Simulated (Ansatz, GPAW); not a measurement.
## Be: 3 runs at one level of theory

```
CELL_PARAMETERS angstrom
-1.25312 1.25312 1.25312
1.25312 -1.25312 1.25312
1.25312 1.25312 -1.25312
ATOMIC_POSITIONS crystal
Be 0.00000 0.00000 0.00000
```

This isn't the form of Be at room conditions, which is hcp.

Alike in all runs: task single point; functional PBEsol; k mesh 15 × 15 × 15; occupations gaussian, width 0.1 eV; no spin polarisation; no spin-orbit coupling. Pressure is positive in compression and, in plane waves, holds the error of the finite cutoff, which Ansatz's Pulay term estimates and takes out.

```csv
program and potentials,plane-wave cutoff (eV),notes,pressure (GPa)
"Ansatz, Ansatz PAW",420,"potentials made for PBE, which Ansatz adapts in part; Pulay term of +0.02 GPa included",-1.94
"GPAW, PAW data sets generated for this functional",800,-,?
"Ansatz, all-electron LAPW, scalar-relativistic",-,-,-2.03
```

Question: Estimate from the other rows what the run with GPAW, PAW data sets generated for this functional gave.

Answer: Pressure -1.97 GPa. The other rows, which needn't bracket it: pressure -2.03 to -1.94.
